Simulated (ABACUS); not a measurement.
Runs of ABACUS 3.10.1 on Nb. The structure is cubic, space group Fm-3m (No. 225). The conventional cell has a = 4.230 Å, b = 4.230 Å, c = 4.230 Å, α = 90.00°, β = 90.00°, γ = 90.00°. Nb (site symmetry m-3m) has 12 Nb at 2.99 Å as nearest neighbours. This isn't the form of Nb at room conditions, which is bcc.

| task | potentials or basis | cell | orbital files | gap on the mesh (eV) | pressure (GPa) | V0 of scaled cells (Å³/atom) | B0 (GPa) |
| --- | --- | --- | --- | --- | --- | --- | --- |
| single point | PseudoDojo NC SR 0.4.1 PBE standard, TZDP LCAO (the cutoffs set its grid) | as given | Nb Nb_confined-atom_7au_4s3p3d1f.orb | none | -1.9 | - | - |
| equation of state | PseudoDojo NC SR 0.4.1 PBE standard, TZDP LCAO (the cutoffs set its grid) | as given | Nb Nb_confined-atom_7au_4s3p3d1f.orb | - | - | 18.70 | 166 |
| single point | PseudoDojo NC SR 0.4.1 PBE standard, DZP LCAO (the cutoffs set its grid) | as given | Nb Nb_confined-atom_7au_3s2p2d1f.orb | none | (b) | - | - |
| single point | PseudoDojo NC SR 0.4.1 PBE standard, DZP LCAO (the cutoffs set its grid) | cell strained at random at fixed volume | Nb Nb_confined-atom_7au_3s2p2d1f.orb | none | -1.7 | - | - |
| equation of state | PseudoDojo NC SR 0.4.1 PBE standard, DZP LCAO (the cutoffs set its grid) | as given | Nb Nb_confined-atom_7au_3s2p2d1f.orb | - | - | 18.78 | (a) |

Alike in all rows: level PBE; no spin polarisation; k mesh 11 × 11 × 11; cutoff (eV) 1361; smearing fermi-dirac 0.05 eV.

Task: Estimate the missing entries.

Result: (a) 163; (b) -1.3.

Caveats: the atomic orbitals were generated for these runs and aren't a published set; the basis of atomic orbitals isn't converged, which shifts pressures, moduli and gaps.

A k mesh can miss the band edges, and the runs leave out spin-orbit coupling on Nb.

A gap of «none» marks a metal or a gap under the smearing width.
